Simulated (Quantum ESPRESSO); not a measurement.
# Ti (Im-3m) in Quantum ESPRESSO: settings compared, part 2 of 3

Quantum ESPRESSO 7.5.

## Step 3: Wannier functions, PBEsol

File pw.in:

```
&CONTROL
  calculation = 'scf'
  prefix = 'pwscf'
  outdir = './tmp'
  pseudo_dir = './pseudo'
  tprnfor = .true.
  tstress = .true.
  disk_io = 'low'
/
&SYSTEM
  ibrav = 0
  nat = 1
  ntyp = 1
  ecutwfc = 45
  ecutrho = 360
  nbnd = 12
  occupations = 'smearing'
  smearing = 'fd'
  degauss = 0.00367493
/
&ELECTRONS
  conv_thr = 2d-10
  electron_maxstep = 120
  mixing_beta = 0.5
/
ATOMIC_SPECIES
Ti    47.8670 ti_pbesol_v1.4.uspp.F.UPF
CELL_PARAMETERS angstrom
  -1.6410000000    1.6410000000    1.6410000000
   1.6410000000   -1.6410000000    1.6410000000
   1.6410000000    1.6410000000   -1.6410000000
ATOMIC_POSITIONS crystal
Ti     0.0000000000    0.0000000000    0.0000000000
K_POINTS automatic
8 8 8 0 0 0
```

File nscf.in:

```
&CONTROL
  calculation = 'nscf'
  prefix = 'pwscf'
  outdir = './tmp'
  pseudo_dir = './pseudo'
  disk_io = 'low'
/
&SYSTEM
  ibrav = 0
  nat = 1
  ntyp = 1
  ecutwfc = 45
  ecutrho = 360
  nbnd = 21
  occupations = 'smearing'
  smearing = 'fd'
  degauss = 0.00367493
  nosym = .true.
  noinv = .true.
/
&ELECTRONS
  conv_thr = 1d-09
  electron_maxstep = 120
  mixing_beta = 0.5
  diago_full_acc = .true.
/
ATOMIC_SPECIES
Ti    47.8670 ti_pbesol_v1.4.uspp.F.UPF
CELL_PARAMETERS angstrom
  -1.6410000000    1.6410000000    1.6410000000
   1.6410000000   -1.6410000000    1.6410000000
   1.6410000000    1.6410000000   -1.6410000000
ATOMIC_POSITIONS crystal
Ti     0.0000000000    0.0000000000    0.0000000000
K_POINTS crystal
343
  0.00000000   0.00000000   0.00000000 2.91545190e-03
  0.00000000   0.00000000   0.14285714 2.91545190e-03
  0.00000000   0.00000000   0.28571429 2.91545190e-03
  0.00000000   0.00000000   0.42857143 2.91545190e-03
  0.00000000   0.00000000   0.57142857 2.91545190e-03
  0.00000000   0.00000000   0.71428571 2.91545190e-03
[... 335 lines left out ...]
  0.85714286   0.85714286   0.71428571 2.91545190e-03
  0.85714286   0.85714286   0.85714286 2.91545190e-03
```

File pw2wan.in:

```
&INPUTPP
  prefix = 'pwscf'
  outdir = './tmp'
  seedname = 'w'
  write_mmn = .true.
  write_amn = .true.
/
```

File bands.in:

```
&CONTROL
  calculation = 'bands'
  prefix = 'pwscf'
  outdir = './tmp'
  pseudo_dir = './pseudo'
  disk_io = 'low'
/
&SYSTEM
  ibrav = 0
  nat = 1
  ntyp = 1
  ecutwfc = 45
  ecutrho = 360
  nbnd = 21
  occupations = 'smearing'
  smearing = 'fd'
  degauss = 0.00367493
/
&ELECTRONS
  conv_thr = 1d-08
  electron_maxstep = 120
  mixing_beta = 0.5
  diago_full_acc = .true.
/
ATOMIC_SPECIES
Ti    47.8670 ti_pbesol_v1.4.uspp.F.UPF
CELL_PARAMETERS angstrom
  -1.6410000000    1.6410000000    1.6410000000
   1.6410000000   -1.6410000000    1.6410000000
   1.6410000000    1.6410000000   -1.6410000000
ATOMIC_POSITIONS crystal
Ti     0.0000000000    0.0000000000    0.0000000000
K_POINTS crystal
56
  0.00000000   0.00000000   0.00000000 1
  0.04166700  -0.04166700   0.04166700 1
  0.08333300  -0.08333300   0.08333300 1
  0.12500000  -0.12500000   0.12500000 1
  0.16666700  -0.16666700   0.16666700 1
  0.20833300  -0.20833300   0.20833300 1
[... 48 lines left out ...]
  0.04166700   0.04166700   0.45833300 1
  0.00000000   0.00000000   0.50000000 1
```

File w.win:

```
num_wann = 9
num_bands = 17
guiding_centres = true
dis_froz_max = 15.75
dis_num_iter = 600
dis_mix_ratio = 0.5
dis_conv_tol = 1.0d-9
num_iter = 400
conv_tol = 1.0d-9
conv_window = 4
num_print_cycles = 40
fermi_energy = 12.7529
bands_plot = true
write_hr = true
mp_grid = 7 7 7
exclude_bands = 1-4
begin projections
Ti: s;p;d
end projections
begin unit_cell_cart
ang
 -1.6410000000   1.6410000000   1.6410000000
  1.6410000000  -1.6410000000   1.6410000000
  1.6410000000   1.6410000000  -1.6410000000
end unit_cell_cart
begin atoms_frac
Ti   0.0000000000   0.0000000000   0.0000000000
end atoms_frac
begin kpoint_path
G   0.0000000000   0.0000000000   0.0000000000  H   0.5000000000  -0.5000000000   0.5000000000
H   0.5000000000  -0.5000000000   0.5000000000  N   0.0000000000   0.0000000000   0.5000000000
N   0.0000000000   0.0000000000   0.5000000000  G   0.0000000000   0.0000000000   0.0000000000
G   0.0000000000   0.0000000000   0.0000000000  P   0.2500000000   0.2500000000   0.2500000000
P   0.2500000000   0.2500000000   0.2500000000  H   0.5000000000  -0.5000000000   0.5000000000
P   0.2500000000   0.2500000000   0.2500000000  N   0.0000000000   0.0000000000   0.5000000000
end kpoint_path
bands_num_points = 12
begin kpoints
  0.00000000   0.00000000   0.00000000
  0.00000000   0.00000000   0.14285714
  0.00000000   0.00000000   0.28571429
  0.00000000   0.00000000   0.42857143
  0.00000000   0.00000000   0.57142857
  0.00000000   0.00000000   0.71428571
[... 335 lines left out ...]
  0.85714286   0.85714286   0.71428571
  0.85714286   0.85714286   0.85714286
end kpoints
```

Potentials or basis: GBRV 1.5 PBEsol.

On the command line:

```
$ OMP_NUM_THREADS=1 pw.x -in pw.in > pw.out
$ OMP_NUM_THREADS=1 pw.x -in nscf.in > nscf.out
$ wannier90.x -pp w
$ OMP_NUM_THREADS=1 pw2wannier90.x -in pw2wan.in > pw2wan.out
$ wannier90.x w
$ OMP_NUM_THREADS=1 pw.x -in bands.in > bands.out
```

pw.out:

```text
This program is part of the open-source Quantum ESPRESSO suite
     for quantum simulation of materials; please cite
[... 9 lines left out ...]
     --------------------
     sticks:   dense  smooth     PW     G-vecs:    dense   smooth      PW
     Sum         781     391    155                13811     4897    1205

     Using Slab Decomposition

     bravais-lattice index     =            0
     lattice parameter (alat)  =       5.3712  a.u.
     unit-cell volume          =     119.2840 (a.u.)^3
     number of atoms/cell      =            1
     number of atomic types    =            1
     number of electrons       =        12.00
     number of Kohn-Sham states=           12
     kinetic-energy cutoff     =      45.0000  Ry
     charge density cutoff     =     360.0000  Ry
     scf convergence threshold =      2.0E-10
     mixing beta               =       0.5000
     number of iterations used =            8  plain     mixing
     Exchange-correlation= SLA  PW   PSX  PSC
                           (   1   4  10   8   0   0   0)

     celldm(1)=   5.371160  celldm(2)=   0.000000  celldm(3)=   0.000000
     celldm(4)=   0.000000  celldm(5)=   0.000000  celldm(6)=   0.000000

     crystal axes: (cart. coord. in units of alat)
               a(1) = (  -0.577350   0.577350   0.577350 )
               a(2) = (   0.577350  -0.577350   0.577350 )
               a(3) = (   0.577350   0.577350  -0.577350 )

     reciprocal axes: (cart. coord. in units 2 pi/alat)
               b(1) = ( -0.000000  0.866025  0.866025 )
               b(2) = (  0.866025 -0.000000  0.866025 )
               b(3) = (  0.866025  0.866025  0.000000 )

     PseudoPot. # 1 for Ti read from file:
     ti_pbesol_v1.4.uspp.F.UPF
     Pseudo is Ultrasoft + core correction, Zval = 12.0
     Generated by new atomic code, or converted to UPF format
     Using radial grid of  851 points,  6 beta functions with:
                l(1) =   0
                l(2) =   0
                l(3) =   1
                l(4) =   1
                l(5) =   2
                l(6) =   2
     Q(r) pseudized with  6 coefficients,  rinner =    1.000   1.000   1.000
                                                       1.000   1.000

     atomic species   valence    mass     pseudopotential
     Ti               12.00    47.86700     Ti( 1.00)

     48 Sym. Ops., with inversion, found

   Cartesian axes

     site n.     atom                  positions (alat units)
         1        Ti     tau(   1) = (   0.0000000   0.0000000   0.0000000  )

     number of k points=    29  Fermi-Dirac smearing, width (Ry)=  0.0037
                       cart. coord. in units 2pi/alat
        k(    1) = (   0.0000000   0.0000000   0.0000000), wk =   0.0039062
        k(    2) = (   0.1082532   0.1082532   0.0000000), wk =   0.0468750
        k(    3) = (   0.2165064   0.2165064   0.0000000), wk =   0.0468750
        k(    4) = (   0.3247595   0.3247595   0.0000000), wk =   0.0468750
        k(    5) = (  -0.4330127  -0.4330127   0.0000000), wk =   0.0234375
        k(    6) = (   0.2165064   0.1082532   0.1082532), wk =   0.0937500
[... 21 lines left out ...]
        k(   28) = (  -0.8660254  -0.1082532  -0.1082532), wk =   0.0468750
        k(   29) = (  -0.8660254  -0.8660254  -0.8660254), wk =   0.0039062

     Dense  grid:    13811 G-vectors     FFT dimensions: (  36,  36,  36)

     Smooth grid:     4897 G-vectors     FFT dimensions: (  24,  24,  24)

     Check: negative core charge=   -0.000016

     Initial potential from superposition of free atoms

     starting charge      11.0000, renormalised to      12.0000

     negative rho (up, down):  5.982E-04 0.000E+00
     Starting wfcs are   10 randomized atomic wfcs +    2 random wfcs

     Self-consistent Calculation

     iteration #  1     ecut=    45.00 Ry     beta= 0.50
     Davidson diagonalization with overlap
     ethr =  1.00E-02,  avg # of iterations =  4.7

     negative rho (up, down):  1.139E-03 0.000E+00

     total energy              =    -118.94222209 Ry
     estimated scf accuracy    <       0.71147800 Ry

     iteration #  2     ecut=    45.00 Ry     beta= 0.50
     Davidson diagonalization with overlap
     ethr =  5.93E-03,  avg # of iterations =  2.2

     negative rho (up, down):  4.956E-04 0.000E+00

     total energy              =    -119.12958243 Ry
     estimated scf accuracy    <       0.03492698 Ry
[... 37 lines left out ...]
     iteration #  7     ecut=    45.00 Ry     beta= 0.50
     Davidson diagonalization with overlap
     ethr =  4.82E-10,  avg # of iterations =  1.7

     negative rho (up, down):  4.039E-04 0.000E+00

     total energy              =    -119.13659661 Ry
     estimated scf accuracy    <          1.1E-09 Ry

     iteration #  8     ecut=    45.00 Ry     beta= 0.50
     Davidson diagonalization with overlap
     ethr =  8.88E-12,  avg # of iterations =  2.0

     negative rho (up, down):  4.039E-04 0.000E+00

     End of self-consistent calculation

          k = 0.0000 0.0000 0.0000 (   603 PWs)   bands (ev):

   -43.5416 -19.5221 -19.5221 -19.5221   6.8468  13.7294  13.7294  13.7294
    15.4703  15.4703  30.0511  30.0511

          k = 0.1083 0.1083 0.0000 (   613 PWs)   bands (ev):

   -43.5233 -19.6205 -19.5526 -19.5226   7.3627  13.5026  13.6364  14.1058
    15.2511  15.4875  29.1343  29.8450

          k = 0.2165 0.2165 0.0000 (   607 PWs)   bands (ev):

   -43.4790 -19.8529 -19.6255 -19.5240   8.7036  12.9987  13.2061  15.1188
    15.1841  15.5696  26.3442  28.3706

          k = 0.3248 0.3248 0.0000 (   606 PWs)   bands (ev):

   -43.4343 -20.0785 -19.6975 -19.5255  10.0129  12.5449  13.2067  15.3958
    15.7165  16.3538  23.0326  26.7012

          k =-0.4330-0.4330 0.0000 (   614 PWs)   bands (ev):

   -43.4157 -20.1701 -19.7271 -19.5261  10.3356  12.3690  13.8423  15.4523
    15.7998  16.9724  21.3641  26.0374

          k = 0.2165 0.1083 0.1083 (   615 PWs)   bands (ev):

   -43.4920 -19.7793 -19.5887 -19.5456   8.3072  13.2148  13.2328  14.8674
    15.0262  15.6225  27.7597  28.3954

          k = 0.3248 0.2165 0.1083 (   611 PWs)   bands (ev):

   -43.4475 -19.9824 -19.6780 -19.5558   9.7725  12.6726  12.8650  15.1303
    15.7681  16.1469  24.7369  26.6013

          k = 0.4330 0.3248 0.1083 (   605 PWs)   bands (ev):

   -43.4157 -20.1187 -19.7486 -19.5590  10.5998  12.4190  13.1388  15.3715
    15.9209  17.3589  21.8159  25.5297
[... 23 lines left out ...]
   -43.4109 -20.0731 -19.7849 -19.6173  11.1497  12.1674  12.9307  15.6450
    15.8287  18.6684  21.2074  24.6798

          k = 0.0000 0.0000 0.2165 (   607 PWs)   bands (ev):

   -43.5058 -19.6488 -19.5839 -19.5839   7.8542  13.6803  13.6803  14.1081
    14.6230  15.7626  28.6087  30.4196

          k = 0.4330 0.3248 0.3248 (   607 PWs)   bands (ev):

   -43.4090 -19.9967 -19.8271 -19.6735  11.7346  12.1307  12.3610  15.7354
    15.8293  19.4817  22.1444  22.2661

          k = 0.0000-0.1083 0.3248 (   601 PWs)   bands (ev):

   -43.4634 -19.8464 -19.6588 -19.5979   9.1255  13.2204  13.3472  14.4328
    15.0195  15.9533  26.6581  28.2452

          k =-0.0000-0.2165 0.4330 (   617 PWs)   bands (ev):

   -43.4206 -20.0556 -19.7327 -19.5946  10.3920  12.7358  12.9462  14.8961
    16.2774  16.2856  23.2119  26.9799

          k = 0.1083-0.1083 0.4330 (   607 PWs)   bands (ev):

   -43.4227 -19.9771 -19.7536 -19.6359  10.3758  12.4999  13.3686  14.5349
    15.7805  16.4707  25.1916  25.3296

          k =-0.8660-0.3248-0.3248 (   610 PWs)   bands (ev):

   -43.4028 -20.1410 -19.7631 -19.5929  10.7121  12.7872  12.9132  14.9517
    16.9205  16.9611  21.3002  26.4998

          k =-0.7578-0.2165-0.3248 (   603 PWs)   bands (ev):

   -43.3937 -20.0723 -19.8390 -19.6386  11.2049  12.1884  13.0184  14.9501
    16.2212  18.0890  21.9691  24.1641

          k =-0.6495-0.2165-0.2165 (   616 PWs)   bands (ev):

   -43.3826 -19.9870 -19.9870 -19.6451  11.9000  11.9000  12.5145  15.7214
    15.7214  20.6648  20.6648  21.7605

          k = 0.4330 0.4330 0.4330 (   604 PWs)   bands (ev):

   -43.4062 -19.8423 -19.8423 -19.8423  12.1492  12.1492  12.1492  15.8578
    15.8578  21.6999  21.6999  21.9727

          k = 0.0000 0.0000 0.4330 (   611 PWs)   bands (ev):

   -43.4256 -19.8653 -19.7384 -19.7384  10.1268  12.8143  14.0273  14.0273
    15.0806  16.2803  27.4665  27.5896

          k =-0.0000-0.1083 0.5413 (   604 PWs)   bands (ev):

   -43.3875 -20.0009 -19.8169 -19.7576  11.0150  11.9667  14.0422  14.5277
    16.1136  17.1311  23.7345  25.5291

          k =-0.8660-0.2165-0.2165 (   612 PWs)   bands (ev):

   -43.3717 -20.0701 -19.8491 -19.7512  11.2449  11.7453  13.9582  14.5934
    16.7971  18.7514  21.1502  24.6148

          k =-0.7578-0.1083-0.2165 (   615 PWs)   bands (ev):

   -43.3625 -20.0168 -19.9255 -19.7781  11.3217  11.4357  13.9938  15.4448
    16.3066  19.1623  22.3657  22.4443

          k =-0.0000-0.0000 0.6495 (   614 PWs)   bands (ev):

   -43.3542 -19.9625 -19.8998 -19.8998  11.0371  11.2775  15.3119  15.3119
    16.1503  18.2573  23.3188  23.3188

          k =-0.8660-0.1083-0.1083 (   622 PWs)   bands (ev):

   -43.3403 -19.9985 -19.9338 -19.9057  10.9580  10.9712  15.5800  15.7322
    16.6762  20.2892  21.0062  22.2311

          k =-0.8660-0.8660-0.8660 (   610 PWs)   bands (ev):

   -43.3273 -19.9686 -19.9686 -19.9686  10.7034  10.7034  16.6269  16.6269
    16.6269  20.9505  20.9505  20.9505

     the Fermi energy is    12.7529 ev

!    total energy              =    -119.13659661 Ry
     estimated scf accuracy    <          2.8E-11 Ry
     smearing contrib. (-TS)   =      -0.00141710 Ry
     internal energy E=F+TS    =    -119.13517951 Ry

     The total energy is F=E-TS. E is the sum of the following terms:
     one-electron contribution =     -41.23256410 Ry
     hartree contribution      =      24.44691571 Ry
     xc contribution           =     -17.85376190 Ry
     ewald contribution        =     -84.49576921 Ry

     convergence has been achieved in   8 iterations

     negative rho (up, down):  4.039E-04 0.000E+00

     Forces acting on atoms (cartesian axes, Ry/au):

     atom    1 type  1   force =     0.00000000    0.00000000    0.00000000

     Total force =     0.000000     Total SCF correction =     0.000000

     Computing stress (Cartesian axis) and pressure

     negative rho (up, down):  4.039E-04 0.000E+00
          total   stress  (Ry/bohr**3)                   (kbar)     P=      -68.72
  -0.00046715  -0.00000000  -0.00000000          -68.72       -0.00       -0.00
  -0.00000000  -0.00046715  -0.00000000           -0.00      -68.72       -0.00
  -0.00000000  -0.00000000  -0.00046715           -0.00       -0.00      -68.72

=------------------------------------------------------------------------------=
   JOB DONE.
=------------------------------------------------------------------------------=
```

It took 2.1 min on 1 thread of Arm Neoverse V1, shared host; peak memory 0.09 GiB.

Results:

* Free energy: -1620.9360 eV
* Pressure: -6.9 GPa
* Band gap on the k mesh: none (metal or under the smearing width)
* Total Wannier spread: 9.04 Å² over 9 functions
* RMS miss of the Wannier bands: 0.016 eV

Levels at the corners of the path, in eV from the Fermi level:
```
point  band 2  band 3  band 4  band 5  band 6  band 7  band 8  band 9  band 10  band 11
    Γ  -32.27  -32.27  -32.27   -5.91    0.98    0.98    0.98    2.72     2.72    17.30
    H  -32.72  -32.72  -32.72   -2.05   -2.05    3.87    3.87    3.87     8.20     8.20
    N  -32.92  -32.48  -32.28   -2.42   -0.38    1.09    2.70    3.05     4.22     8.61
    Γ  -32.27  -32.27  -32.27   -5.91    0.98    0.98    0.98    2.72     2.72    17.30
    P  -32.60  -32.60  -32.60   -0.60   -0.60   -0.60    3.10    3.10     8.95     8.95
    H  -32.72  -32.72  -32.72   -2.05   -2.05    3.87    3.87    3.87     8.20     8.20
    P  -32.60  -32.60  -32.60   -0.60   -0.60   -0.60    3.10    3.10     8.95     8.95
    N  -32.92  -32.48  -32.28   -2.42   -0.38    1.09    2.70    3.05     4.22     8.61
```

Wannier functions:
| function | nearest atom | distance (Å) | spread (Å²) | on-site energy from the reference level (eV) |
| --- | --- | --- | --- | --- |
| 1 | 1 Ti | 0.76 | 1.14 | 7.82 |
| 2 | 1 Ti | 0.82 | 1.14 | 8.22 |
| 3 | 1 Ti | 0.78 | 1.14 | 7.99 |
| 4 | 1 Ti | 0.79 | 1.14 | 7.98 |
| 5 | 1 Ti | 0.73 | 1.13 | 7.56 |
| 6 | 1 Ti | 0.01 | 0.74 | 2.43 |
| 7 | 1 Ti | 0.01 | 0.74 | 2.43 |
| 8 | 1 Ti | 0.76 | 1.13 | 7.85 |
| 9 | 1 Ti | 0.00 | 0.74 | 2.43 |

Parts of the spread (Å²): invariant 7.48, diagonal 0.008, off-diagonal 1.56, total 9.04. Against the direct bands the interpolation misses by 16 meV (root mean square) and 53 meV at most, for states up to 1 eV over the reference level.

Caveat: the k mesh is coarse.

(Continued in part 3 of 3.)
